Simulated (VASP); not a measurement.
A run of VASP 6.6.1 is set up as follows.

The input INCAR:

```
SYSTEM = Ni
PREC     = Accurate       ! precision mode
ENCUT    = 520            ! plane-wave cutoff, eV
EDIFF    = 1E-6           ! SCF threshold, eV
ISMEAR   = -1             ! smearing method
SIGMA    = 0.1            ! smearing width, eV
LREAL    = .FALSE.        ! projectors in reciprocal space
LASPH    = .TRUE.         ! aspherical terms in the spheres
NELM     = 80             ! most SCF steps
ALGO     = Normal         ! electronic algorithm
ISIF     = 2              ! what is computed and relaxed
LWAVE    = .FALSE.        ! write WAVECAR
LCHARG   = .FALSE.        ! write CHGCAR
NBANDS   = 11             ! bands
```

Contents of KPOINTS:

```
regular mesh
0
G
  23 23 23
  0 0 0
```

Contents of POSCAR:

```
Ni
1.0
    2.2588386216      0.0000000000      0.0000000000
    0.0000000000      2.2588386216      0.0000000000
    0.0000000000      0.0000000000      2.2588386216
Ni
1
Direct
    0.0000000000      0.0000000000      0.0000000000
```

Potentials or basis: VASP PAW LDA potentials, release 64 (Ni).

Launch:

```console
$ cat potpaw_LDA.64/Ni/POTCAR > POTCAR
$ mpirun -np 1 vasp_std > vasp.out
```

(1) Estimate the pressure.

(2) What does it give for the band gap on the k mesh?

Answers

(1) -0.2 GPa.

(2) none (metal or under the smearing width).

Caveat: the run has no spin polarisation, though such a crystal can be magnetic.
